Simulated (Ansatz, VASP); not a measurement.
Two plane-wave programs on CaS (Oldhamite)

```xyz
2
Lattice="0.0000 2.8804 2.8804 2.8804 0.0000 2.8804 2.8804 2.8804 0.0000" Properties=species:S:1:pos:R:3 pbc="T T T"
Ca    0.0000    0.0000    0.0000
S     2.8804    2.8804    2.8804
```

Alike in both runs: task relaxation of cell and atoms; functional LDA; k mesh 8 × 8 × 8; occupations fermi-dirac, width 0.02 eV; no spin polarisation.

|  | VASP | Ansatz |
| --- | --- | --- |
| version | VASP 6.6.1 | Ansatz 0.2.0 |
| potentials or method | VASP PAW LDA potentials, release 64 (Ca_sv, S) | PAW with Ansatz's default frozen-core files, scalar-relativistic |
| plane-wave cutoff (eV) | 600 | 420 |
| valence electrons in the cell | 16 | 16 |

VASP gave:

| Item | Value |
| --- | --- |
| relaxed volume (Å³/atom) | 21.63 |
| relaxed cell length with the largest relative difference (Å) | 3.940 |
| energy change over the relaxation (meV/atom) | -42 |

**Question.** Estimate Ansatz's values.

**Answer.** Relaxed volume (Å³/atom): 21.54; relaxed cell length with the largest relative difference (Å): 3.935; energy change over the relaxation (meV/atom): -46.

A k mesh can miss the band edges. Zero-point motion and thermal expansion aren't in these numbers. LDA usually gives volumes a few per cent too small.
